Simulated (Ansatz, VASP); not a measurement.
# One calculation of CdS, two programs

The input INCAR:

```
ALGO = Normal
EDIFF = 1E-8
ENCUT = 520
GGA = PS
ISIF = 2
ISMEAR = -1
LASPH = T
LCHARG = F
LEFG = T
LREAL = F
LWAVE = F
NBANDS = 26
NELM = 60
PREC = Accurate
SIGMA = 0.01
```

File KPOINTS:

```
k-points
0
Gamma
  7 7 4
```

The input POSCAR:

```
CdS
1.0
    4.1761471954      0.0000000000      0.0000000000
   -2.0880735977      3.6166495612      0.0000000000
    0.0000000000      0.0000000000      6.7490000000
Cd S
2 2
Direct
    0.3333333333      0.6666666667      0.0000000000
    0.6666666667      0.3333333333      0.5000000000
    0.3333333333      0.6666666667      0.3850000000
    0.6666666667      0.3333333333      0.8850000000
```

Input for Ansatz:

```yaml
crystal:
  lattice:
    - [4.1761471954, 0.0, 0.0]
    - [-2.0880735977, 3.6166495612, 0.0]
    - [0.0, 0.0, 6.749]
  atoms:
    - { symbol: Cd, position: [0.3333333333, 0.6666666667, 0.0] }
    - { symbol: Cd, position: [0.6666666667, 0.3333333333, 0.5] }
    - { symbol: S, position: [0.3333333333, 0.6666666667, 0.385] }
    - { symbol: S, position: [0.6666666667, 0.3333333333, 0.885] }
kpoints:
  mp_grid: { grid: [7, 7, 4] }
scf:
  occupations: { method: fermi_dirac, width: 0.01 }
hamiltonian:
  xc: pbesol
  pseudopotentials: { kind: paw }
output:
  forces: true
  stress: true
  eigenvalues: true
  efg: { contact_densities: true }
```

Change from the starting cell: equal xx and yy strain of +1 %, PAW files.

Alike in both runs: task electric field gradients; functional PBEsol; k mesh 7 × 7 × 4; occupations fermi-dirac, width 0.01 eV; no spin polarisation.

|  | VASP | Ansatz |
| --- | --- | --- |
| version | VASP 6.6.1 | Ansatz 0.2.0 |
| potentials or method | VASP PAW PBE potentials, release 64 (Cd, S) | PAW with Ansatz's default frozen-core files, scalar-relativistic |
| plane-wave cutoff (eV) | 520 | 420 |
| valence electrons in the cell | 36 | 52 |

VASP gave:

| Item | Value |
| --- | --- |
| gap on the k mesh at the Fermi level (eV) | 1.06 |
| pressure (GPa) | -1.4 |
| largest component of the traceless stress (GPa) | 0.67 |
| rms of the force components (eV/Å) | 0.106 |
| Vzz of the field gradient on the site that differs most (V/Å²) | 26.9 |

Question: Which values does Ansatz return?

Answer: gap on the k mesh at the Fermi level (eV): 1.05; pressure (GPa): -1.7; largest component of the traceless stress (GPa): 0.63; rms of the force components (eV/Å): 0.103; Vzz of the field gradient on the site that differs most (V/Å²): 24.0.

Atom by atom the forces differ by 0.003 eV/Å (rms over components). The two sets of potentials don't hold the same shells in valence. Ansatz warned: «gradients_without_spin_orbit».

Caveats: the PAW data sets were made with another functional, which shifts forces and pressure a little (VASP).
